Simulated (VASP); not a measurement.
Crystal: RbCl.

```
CELL_PARAMETERS angstrom
0.00000 3.27400 3.27400
3.27400 0.00000 3.27400
3.27400 3.27400 0.00000
ATOMIC_POSITIONS crystal
Rb 0.00000 0.00000 0.00000
Cl 0.50000 0.50000 0.50000
```

Program: VASP 6.6.1. Alike in all runs: cell as given; cutoff (eV) 520. Hardware: 1 thread of Intel(R) Xeon(R) Platinum 8175M CPU @ 2.50GHz (Skylake/Cascade Lake), on a shared host.

**Question.** Order these runs on this cell by their wall time, lowest first.
A. task single point; level PBEsol; potentials or basis VASP PAW PBE potentials, release 54 (Rb_sv, Cl); spin off; k mesh 7 × 7 × 7; smearing gaussian 0.1 eV
B. task band structure; level PBE+D2; potentials or basis VASP PAW PBE potentials, release 64 (Rb_sv, Cl); spin SOC, no magnetisation; k mesh 5 × 5 × 5; smearing fermi-dirac 0.1 eV; other keys PREC = Normal
C. task atomic charges; level PBEsol+D4; potentials or basis VASP PAW PBE potentials, release 64 (Rb_sv, Cl); spin SOC, no magnetisation; k mesh 5 × 5 × 5; smearing gaussian 0.01 eV

**Answer.** A (20 s), C (130 s), B (460 s).
